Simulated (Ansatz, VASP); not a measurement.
# Cross-check of K31NaBr32 (Na_K) between VASP and Ansatz, part 2 of 2

Aim: how closely do two programs agree when they are given the same cell, functional and k mesh? The cell is taken from a series of runs on this material, whose earlier steps may have relaxed, scaled, displaced or heated it; both programs get it as it stands.

VASP 6.6.1 and Ansatz 0.2.0.

So far: Starting point; Ansatz: single point, PBE.

### Step 3. VASP: single point, PBE

Level of this step: PBE; plane waves and PAW (K_sv, Br, Na_pv) (VASP).

The same cell, functional, mesh and smearing now go to VASP, with its own data sets.

Lines of VASP's logs that name or quote its potential files are left out, and so is its time.

INCAR

```
SYSTEM = K31NaBr32
PREC = Accurate
ENCUT = 400
EDIFF = 1E-06
NELM = 120
ISMEAR = -1
SIGMA = 0.01
LREAL = Auto
ALGO = Normal
GGA = PE
NBANDS = 299
LORBIT = 11
LWAVE = .FALSE.
LCHARG = .FALSE.
ISIF = 2
LASPH = .TRUE.
GGA_COMPAT = .FALSE.
EFERMI = MIDGAP
```

POSCAR

```
K31NaBr32
1.0
   13.4017026161      0.0000000000      0.0000000000
    0.0000000000     13.4017026161      0.0000000000
    0.0000000000      0.0000000000     13.4017026161
K Br Na
31 32 1
Direct
    0.0000693304      0.0000392342      0.9997516168
    0.0000786270      0.2500340711      0.2497070639
    0.2500400763      0.0000336213      0.2497206522
    0.2500839074      0.2500080093      0.9997206853
    0.0001142071      0.0000489798      0.4997606987
    0.0000867243      0.2500459044      0.7497396525
    0.2500424025      0.0000166713      0.7497942529
    0.2516700232      0.2515279663      0.4997319964
    0.0000766747      0.5000610600      0.9997568498
    0.0000350848      0.7500782710      0.2497854474
    0.2515685969      0.5000402725      0.2512588070
    0.2500726281      0.7500507672      0.9997815503
    0.0001361429      0.5000268122      0.4997461016
    0.0000734422      0.7500449377      0.7497824566
    0.2516237910      0.5000201101      0.7482522729
    0.2516425964      0.7485116099      0.4997862155
    0.5001146144      0.0000179216      0.9997784158
    0.5000512125      0.2515524568      0.2513076023
    0.7500655416      0.0000256614      0.2497938474
    0.7501319409      0.2499911744      0.9997553494
    0.5001021527      0.9999642828      0.4998032929
    0.5000803325      0.2515515988      0.7482470295
    0.7500829577      0.9999943689      0.7498005384
    0.7485694918      0.2515462893      0.4997590516
    0.5001021582      0.5000154057      0.9998753737
    0.5000531518      0.7485079117      0.2513478235
    0.7485093828      0.5000049797      0.2513717140
    0.7501247474      0.7500174488      0.9998142310
    0.5000815157      0.7484291450      0.7482958998
    0.7485325551      0.4999776819      0.7482193602
    0.7485665627      0.7484154864      0.4998122656
    0.0000535491      0.0000472614      0.2499390970
    0.0001062991      0.2502364920      0.9997254799
    0.2502965799      0.0000315960      0.9997670954
    0.2498048497      0.2497869682      0.2494743361
    0.0000733724      0.0000506699      0.7495601080
    0.0001145367      0.2510744434      0.4997130749
    0.2511585750      0.0000170849      0.4997359855
    0.2498231275      0.2497475427      0.7499740510
    0.0000622121      0.5000570273      0.2507858456
    0.0001045584      0.7498532295      0.9997736485
    0.2511421060      0.5000186561      0.9997510420
    0.2497906214      0.7502828746      0.2495213900
    0.0000932500      0.5000318667      0.7487110618
    0.0001138536      0.7489912048      0.4997767751
    0.2608440353      0.5000114303      0.4997646660
    0.2498160421      0.7502827386      0.7500296427
    0.5000547653      0.0000173142      0.2508575881
    0.5000922173      0.2510643187      0.9997905449
    0.7498820361      0.0000011671      0.9997950588
    0.7503150215      0.2497530085      0.2494883640
    0.5000595959      0.9999964461      0.7487235017
    0.5001093770      0.2607228966      0.4997641698
    0.7490501396      0.9999740757      0.4997888544
    0.7503343416      0.2497133190      0.7500269814
    0.5000286086      0.5000296015      0.2605517723
    0.5000828551      0.7489648184      0.9998195805
    0.7490323571      0.5000050176      0.9997935632
    0.7503039209      0.7502715836      0.2495361758
    0.5000661344      0.4999865774      0.7391651863
    0.5000913070      0.7392633072      0.4998136810
    0.7395609588      0.4999895287      0.4997941831
    0.7503385815      0.7502623454      0.7500817024
    0.4997968975      0.4999950094      0.4996787143
```

KPOINTS

```
Automatic mesh
0
Gamma
1 1 1
0 0 0
```

Potentials, in the order of the species: K_sv, Br and Na_pv (PBE family, release 64).

Launch:

```console
export OMP_NUM_THREADS=3
mpirun -np 1 vasp_gam
```

Numbers of over 12 decimals in the logs are rounded to 6 here.

Output:

```text
[banner, memory and clock lines left out]
running    1 mpi-ranks, on    1 nodes
[...]
Offloading initialized ...    1 GPUs detected
[...]
LDA part: xc-table for (Slater+PW92), standard interpolation
 POSCAR, INCAR and KPOINTS ok, starting setup
[...]
entering main loop
       N       E                     dE             d eps       ncg     rms          rms(c)
DAV:   1     0.554191570104E+04    0.55419E+04   -0.21582E+05   622   0.128E+03
DAV:   2     0.534671973501E+03   -0.50072E+04   -0.48551E+04   849   0.361E+02
DAV:   3    -0.175761801350E+03   -0.71043E+03   -0.70802E+03   740   0.133E+02
DAV:   4    -0.202356829909E+03   -0.26595E+02   -0.26534E+02   700   0.328E+01
[...]
DAV:  14    -0.198670912666E+03   -0.66033E-05   -0.15272E-05   764   0.528E-03    0.806E-03
DAV:  15    -0.198670920892E+03   -0.82264E-05   -0.19271E-05   540   0.752E-03    0.326E-03
DAV:  16    -0.198670921727E+03   -0.83434E-06   -0.10644E-06   444   0.225E-03
   1 F= -.19867092E+03 E0= -.19867092E+03  d E =0.000000E+00
```

Parts of OUTCAR (step 3):

```text
  Total       -0.4578692     -0.4597126     -0.4703462     -0.0003635      0.0027428      0.0032469
  in kB       -0.3047699     -0.3059969     -0.3130750     -0.0002419      0.0018257      0.0021613
  external PRESSURE =      -0.3079473 kB  Pullay stress =       0.0000000 kB

 POSITION                                       TOTAL-FORCE (eV/Angst)
 -----------------------------------------------------------------------------------
      0.00093      0.00053     13.39837        -0.000004     -0.000047      0.000434
      0.00105      3.35088      3.34650        -0.000748     -0.000392      0.001322
      3.35096      0.00045      3.34668        -0.000491     -0.000260      0.001548
      3.35155      3.35053     13.39796        -0.000748     -0.000356      0.001526
      0.00153      0.00066      6.69764        -0.000424     -0.000269      0.000365
      0.00116      3.35104     10.04779        -0.000601     -0.000740      0.001569
      3.35099      0.00022     10.04852        -0.000332     -0.000185      0.001044
      3.37281      3.37090      6.69726        -0.000125      0.000902      0.001555
      0.00103      6.70167     13.39844        -0.000160     -0.000343      0.000390
      0.00047     10.05233      3.34755        -0.000194     -0.000265      0.000790
      3.37145      6.70139      3.36730         0.000085     -0.000275      0.002541
      3.35140     10.05196     13.39878        -0.000600     -0.000203      0.001134
      0.00182      6.70121      6.69745        -0.000448     -0.000106      0.000561
      0.00098     10.05188     10.04836        -0.000491      0.000042      0.001566
[...]
-----------------------------------------------------------------------------------
    total drift:                                0.030088      0.013138     -0.081266

  FREE ENERGIE OF THE ION-ELECTRON SYSTEM (eV)
  ---------------------------------------------------
  free  energy   TOTEN  =      -198.6709217266 eV

  energy  without entropy=     -198.6709217266  energy(sigma->0) =     -198.67092173

[... 3 further parts left out ...]
[key lines of the parts left out:]
E-fermi :   0.2198
```

The run ends at a pressure of -0.03 GPa, with forces up to 0.033 eV/Å.

### Step 4. Comparison

Known differences besides the potentials themselves: the data sets hold 512 valence electrons in Ansatz (on its PAW soft_1 files) and 510 in VASP; the cutoff is 420 eV in Ansatz and 400 eV in VASP (PREC = Accurate, projectors in real space). Total energies have different zeros and are not compared.

Compared:

```tsv
quantity	Ansatz	VASP	difference
gap on the k mesh (eV)	4.269	4.267	+0.002
```

At this near-relaxed geometry the largest component of a force difference is 27 meV/Å. A gap on the mesh is an upper bound, since the band edges may lie between its points.

### Step 5. Summary of results

```
difference in gap on the k mesh (single point, PBE) : 0.0017 eV
r.m.s. force difference (single point, PBE)         : 6.2 meV/Å
```

**Reading.** The r.m.s. force difference is 6.2 meV/Å (single point, PBE), within the 12 meV/Å picked in this series as the mark of a large difference. The data sets hold unlike numbers of valence electrons (512 in Ansatz and 510 in VASP), so part of the differences comes from the potentials. Such differences can come from data sets, numerical settings and the points named under the comparisons, not from the functional's error against experiment.

[Lines on the potential files, build, host, timing and source positions are cut from VASP's logs without a mark.]

[Logs are printed without paths, hosts, clocks, repeated set-up lines and the standing remarks that a program may print on its own settings, such as how far it seeks lower states.]

[Hosts, paths, dates, database ids (printed as entryN), source tags and the programs' standing remarks are cut or masked in the printed files.]
